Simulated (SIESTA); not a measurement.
PtS2:

```xyz
3
Lattice="3.5432 0.0000 0.0000 -1.7716 3.0685 0.0000 0.0000 0.0000 5.0388" Properties=species:S:1:pos:R:3 pbc="T T T"
Pt    0.0000    0.0000    0.0000
S     1.7716    1.0228    3.8950
S     0.0000    2.0457    1.1438
```

Base run:

- Program: SIESTA 5.4.2
- Functional: vdW-DF-cx
- Potentials or basis: PseudoDojo 0.4 standard (PBE files)
- Basis: DZP (energy shift 0.003 Ry; two zetas on semicore shells)
- Grid cutoff: 800 Ry
- Energy shift: 0.003 Ry
- k mesh: 9 × 9 × 5
- Occupations: fermi-dirac, width 0.05 eV
- Spin: no spin polarisation

Its results: band gap on the k mesh 0.93 eV, indirect (least direct gap 0.97 eV); pressure 11.4 GPa; largest force 1.927 eV/Å.

Q: After a change of settings the same cell gave: band gap on the k mesh 0.97 eV, indirect (least direct gap 1.01 eV); pressure 14.7 GPa; largest force 1.916 eV/Å. Which change was it?
A. functional from vdW-DF-cx to LDA; potentials or basis from PseudoDojo 0.4 standard (PBE files) to PseudoDojo 0.4 standard (LDA files)
B. functional from vdW-DF-cx to AM05; potentials or basis from PseudoDojo 0.4 standard (PBE files) to PseudoDojo 0.4 standard (PBEsol files)
C. functional from vdW-DF-cx to PBE
D. functional from vdW-DF-cx to BLYP

A: C.

Caveats: short orbitals over semicore shells can move pressures by several GPa; spin-orbit coupling is left out, which moves the levels of the heavy elements; the basis of atomic orbitals isn't converged, which shifts pressures, moduli and gaps; the potentials were made for another functional, which shifts forces and pressure (some runs); the basis holds too few empty states to meet the f-sum rule, so the spectrum is short of weight at high energy (some runs); an odd mesh through Γ misses points on the zone boundary, where band edges often lie (some runs); forces of over 1 eV/Å show positions far from the minimum, so gaps and moduli don't describe the material at rest (some runs).

Not every run made on this cell is shown here.
